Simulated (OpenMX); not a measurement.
A run of OpenMX 3.8.5 is set up as follows.

Bi.dat

```
System.CurrrentDirectory             ./
System.Name                          Bi
DATA.PATH                            ./DFT_DATA13
level.of.stdout                      1
level.of.fileout                     0
Species.Number                       1
<Definition.of.Atomic.Species
  Bi  Bi8.0-s3p2d2f1         Bi_PBE13
Definition.of.Atomic.Species>

Atoms.Number                         2
Atoms.SpeciesAndCoordinates.Unit     FRAC
<Atoms.SpeciesAndCoordinates
    1  Bi    0.5553360000    0.0007030000    0.7502840000   7.500  7.500
    2  Bi    0.4583770000    0.0127120000    0.2414060000   7.500  7.500
Atoms.SpeciesAndCoordinates>

Atoms.UnitVectors.Unit               Ang
<Atoms.UnitVectors
     3.2383762460    0.0000000000    0.0000000000
     0.0000000000    3.2216433200    0.0000000000
    -0.0804548793    0.0000000000    6.4438887882
Atoms.UnitVectors>

scf.XcType                           GGA-PBE
scf.SpinPolarization                 off
scf.ElectronicTemperature            580.226
scf.energycutoff                     500.0
scf.maxIter                          100
scf.EigenvalueSolver                 band
scf.Kgrid                            9 9 5
scf.Mixing.Type                      rmm-diisk
scf.Init.Mixing.Weight               0.05
scf.Min.Mixing.Weight                0.001
scf.Max.Mixing.Weight                0.3
scf.Mixing.History                   25
scf.Mixing.StartPulay                8
scf.criterion                        1.0e-8
scf.stress.tensor                    on
MD.Type                              nomd
```

Potentials or basis: OpenMX 2013 PBE set, Bi8.0-s3p2d2f1, grid cutoff 500 Ry.

Command:

```sh
$ openmx Bi.dat -nt 1 > Bi.std
```

Task: Estimate the largest force.

Result: 0.143 eV/Å.

Task: Estimate the band gap on the k mesh.

Result: None (metal or under the smearing width).

Task: Estimate the pressure.

Result: 3.3 GPa.

Forces in eV/Å, atoms in the order of the input:
```
Bi   0.041 -0.010 -0.136
Bi  -0.044  0.010  0.135
```

Caveat: spin-orbit coupling is left out, which moves the levels of the heavy elements; the basis of atomic orbitals isn't converged, which shifts pressures, moduli and gaps.
